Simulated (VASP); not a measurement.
# PtSe₂, core levels, initial state: which settings are enough?

PtSe₂, P-3m1 (no. 164), 3 atoms in the cell. LDA, core levels, initial state; PAW potentials Pt, Se (LDA set). VASP 6.6.1.

Wanted: core level below the reference within 0.02 eV.

POSCAR:
```
PtSe2
1.0
    3.7240000000      0.0000000000      0.0000000000
   -1.8620000000      3.2250786037      0.0000000000
    0.0000000000      0.0000000000      5.0620000000
Pt Se
1 2
Direct
    0.0000000000      0.0000000000      0.0000000000
    0.6666666667      0.3333333333      0.7500000000
    0.3333333333      0.6666666667      0.2500000000
```

The series start from ENCUT (eV): 350; k mesh: 7 × 7 × 4; EDIFF (eV): 1e-7; PREC: Accurate; LREAL: no; ALGO: Normal. Each series keeps the choices made before it, and each single choice may use up half of a tolerance.

## ENCUT (eV)

| ENCUT (eV) | Core level below the reference, largest deviation (eV) | SCF iterations | Time (s) |
|---|---|---|---|
| 250 | 0.006 | 14 | 3.6 |
| 300 | 0.003 | 14 | 4.6 |
| 350 | 0.004 | 14 | 5.2 |
| 400 | 0.001 | 14 | 5.6 |
| 500 | 0.001 | 13 | 7.8 |
| 600 (reference) | 0.000 | 14 | 9.8 |

Chosen: 250, the loosest value from which every tighter one stays within half of the tolerance.

## k mesh

| k mesh | Core level below the reference, largest deviation (eV) | SCF iterations | Time (s) |
|---|---|---|---|
| 3 × 3 × 2 | 0.084 | 14 | 1.8 |
| 4 × 4 × 3 | 0.118 | 13 | 1.9 |
| 5 × 5 × 4 | 0.180 | 14 | 2.8 |
| 7 × 7 × 4 | 0.101 | 14 | 3.6 |
| 8 × 8 × 5 | 0.044 | 14 | 4.8 |
| 10 × 10 × 6 (reference) | 0.000 | 13 | 7.0 |

Chosen: 10 × 10 × 6; the next looser run is off by more than half of the tolerance, so convergence isn't shown beyond this value.

## EDIFF (eV)

| EDIFF (eV) | Core level below the reference, largest deviation (eV) | SCF iterations | Time (s) |
|---|---|---|---|
| 0.0001 | 0.003 | 11 | 6.0 |
| 1e-5 | 0.003 | 11 | 5.8 |
| 1e-6 | 0.001 | 12 | 6.3 |
| 1e-7 | 0.000 | 13 | 7.0 |
| 1e-8 (reference) | 0.000 | 14 | 7.4 |

Chosen: 0.0001.

## PREC

| PREC | Core level below the reference, largest deviation (eV) | SCF iterations | Time (s) |
|---|---|---|---|
| Accurate | 0.000 | 11 | 6.0 |
| Normal | 0.002 | 11 | 3.6 |

Chosen: Accurate; Normal would be accurate enough too and is faster here.

## LREAL

| LREAL | Core level below the reference, largest deviation (eV) | SCF iterations | Time (s) |
|---|---|---|---|
| no | 0.000 | 11 | 6.0 |
| Auto | 0.000 | 11 | 9.9 |

Chosen: no; no other choice that stays within half of the tolerance saves 30 % of the time.

## ALGO

| ALGO | Core level below the reference, largest deviation (eV) | SCF iterations | Time (s) |
|---|---|---|---|
| Normal | 0.000 | 11 | 6.0 |
| Fast | 0.005 | 11 | 6.3 |
| All | 0.003 | 12 | 6.5 |

Chosen: Normal.

## All choices together

| Input | Core level below the reference, largest deviation (eV) | Time (s) |
|---|---|---|
| defaults, on a 5 × 5 × 4 mesh (naive) | 0.195 | 1.3 |
| chosen settings | 0.005 | 6.0 |
| reference settings throughout | 0.000 | 21 |

The chosen settings stay within the tolerance of the reference run, but the reference itself isn't shown to be converged in: k mesh.

Values of the reference run: Core level below the reference: 68.68, 48.62, 48.62 eV below the Fermi level.

## The input

INCAR:
```
SYSTEM = PtSe2
  ALGO = Normal
  EDIFF = 1E-4
  ENCUT = 250
  GGA = CA
  ICORELEVEL = 1
  ISMEAR = 0
  KPAR = 2
  LASPH = .True.
  LCHARG = .False.
  LREAL = .False.
  LWAVE = .False.
  NELM = 120
  PREC = Accurate
  SIGMA = 0.02
```

KPOINTS:
```
Automatic mesh
0
Gamma
  10 10 6
  0 0 0
```

Commands:
```
cat potpaw_LDA.64/Pt/POTCAR potpaw_LDA.64/Se/POTCAR > POTCAR
mpirun -np 2 vasp_std > vasp.out
```

Limits: Levels are depths of Pt 4f, Se 3d below the Fermi level, elements in the POSCAR's order.

The chosen input took VASP 6.6.1 6.0 s on 2 cores (AMD EPYC 9R45 (Zen 5)), a shared host.

## An input that fails: cutoff far too low

It runs to its end, but against the unchanged starting input it is off by 2.642 eV in the core level below the reference.

Changes against the starting input:
```
- ENCUT = 350
+ ENCUT = 150
```
